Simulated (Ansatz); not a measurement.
**SnTe (I4mm) at 4 levels of theory**

One geometry, relaxed with PBE; plane waves with PAW potentials in Ansatz, scalar-relativistic unless the row names spin-orbit coupling. No spin polarisation but for the spin–orbit row. Gaps are the least over mesh and band path; pressure is positive in compression, and isn't given for hybrids.

```yaml
crystal:
  lattice:
    - [-2.26692, 2.26692, 3.21724]
    - [2.26692, -2.26692, 3.21724]
    - [2.26692, 2.26692, -3.21724]
  atoms:
    - { symbol: Sn, position: [0.69747, 0.69747, 0.00000] }
    - { symbol: Te, position: [0.17753, 0.17753, 0.00000] }
```

| level | cutoff (eV) | k mesh | gap (eV) | pressure (GPa) |
| --- | --- | --- | --- | --- |
| PBE | 420 | 12×12×12 | 0.31 | 0.0 |

Task: What comes out on the same cell with r2SCAN, HSE06, PBE with spin-orbit coupling?

Result:
```csv
level,cutoff (eV),k mesh,gap (eV),pressure (GPa)
r2SCAN,500,12×12×12,0.39,-0.8
HSE06,420,6×6×6,0.47,-
PBE with spin-orbit coupling,420,12×12×12,0.28,0.0
```

Spin-orbit coupling matters for the bands of heavy elements and enters only rows that name it.

The cell was found from a structure generator's guess, not taken from experiment.
